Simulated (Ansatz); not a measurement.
The system is Ti.

```xyz
1
Lattice="0.0000 2.0300 2.0300 2.0300 0.0000 2.0300 2.0300 2.0300 0.0000" Properties=species:S:1:pos:R:3 pbc="T T T"
Ti    0.0000    0.0000    0.0000
```

This isn't the form of Ti at room conditions, which is hcp.

| Property | Result |
| --- | --- |
| Program | Ansatz 0.2.0 |
| Task | relaxation of cell and atoms |
| Functional | LDA |
| Potentials or basis | Ansatz PAW |
| Cutoff | 420 eV (not typed: the program's choice for these potentials) |
| k mesh | 11 × 11 × 11 |
| Occupations | fermi-dirac, width 0.05 eV |
| Spin | no spin polarisation |

At the start: volume 16.73 Å³/atom.

How do energy, volume and symmetry change on relaxing?

It ends after 5 steps and the volume is 16.00 Å³/atom (-4.4 %); space group Fm-3m (No. 225, to 0.05 Å).

Step by step:
```csv
step,energy change (eV),largest force (eV/Å),volume (Å³)
1,0.0000,0.0000,16.73
2,-0.0049,0.0000,15.45
3,-0.0123,0.0000,16.03
4,-0.0124,0.0000,16.00
5,-0.0123,0.0000,16.00
```

Final structure:
```xyz
1
Lattice="0.0000 1.9998 1.9998 1.9998 0.0000 1.9998 1.9998 1.9998 0.0000" Properties=species:S:1:pos:R:3 pbc="T T T"
Ti    0.0000    0.0000    0.0000
```

Caveat: the plane-wave basis is chosen anew once the cell has moved, so the energies of steps on either side of that aren't comparable; the PAW data sets come from PBE, with cores solved anew for the run's functional, which leaves a small shift of forces and pressure.
